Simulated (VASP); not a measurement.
## VASP 6.6.1 run: MgO

INCAR

```
ISIF = 2
LREAL = .FALSE.
NSW = 0
LCHARG = .FALSE.
SIGMA = 0.01
ISMEAR = 0
IBRION = -1
EDIFF = 1E-7
LASPH = .TRUE.
PREC = Accurate
LWAVE = .FALSE.
METAGGA = R2SCAN
ALGO = Normal
NELM = 4
NBANDS = 11
ENCUT = 520
```

KPOINTS

```
KPOINTS created by Atomic Simulation Environment
0
Gamma
10 10 10
0 0 0
```

POSCAR

```
Mg O
 1.0000000000000000
     0.0000000000000000    2.0811457412999999    2.0811457412999999
     2.0811457412999999    0.0000000000000000    2.0811457412999999
     2.0811457412999999    2.0811457412999999    0.0000000000000000
 Mg  O
   1   1
Cartesian
  0.0000000000000000  0.0000000000000000  0.0000000000000000
  2.0811457412999999  2.0811457412999999  2.0811457412999999
```

The recommended PBE PAW datasets give the neutral cell 8 valence electrons.

Command

```
mpirun -np 1 vasp_std
```

Problem. How does this run end, and what does it give?

Solution. It didn't converge.

OSZICAR

```
N       E                     dE             d eps       ncg     rms          rms(c)
DAV:   1     0.923990798651E+01    0.92399E+01   -0.47879E+03  1162   0.677E+02
DAV:   2    -0.192008536611E+02   -0.28441E+02   -0.27591E+02  1177   0.144E+02
DAV:   3    -0.198163040969E+02   -0.61545E+00   -0.61511E+00  1270   0.182E+01
DAV:   4    -0.198178944522E+02   -0.15904E-02   -0.15903E-02  1109   0.108E+00
   1 F= -.19817894E+02 E0= -.19817894E+02  d E =-.539132-175
```

Standard output (part)

```
POSCAR found type information on POSCAR MgO
 POSCAR found :  2 types and       2 ions
 LDA part: xc-table for (None), standard interpolation
 POSCAR, INCAR and KPOINTS ok, starting setup
 WAVECAR not read
 entering main loop
|     The electronic self-consistency was not achieved in the given           |
|     number of steps (NELM). The forces and other quantities evaluated       |
|     might not be reliable so examine the results carefully. If you find     |
|     spurious results, we suggest increasing NELM, if you were close to      |
|     convergence or switching to a different ALGO or adjusting the           |
|     density mixing parameters otherwise.                                    |
```

The fault: too few electronic steps.
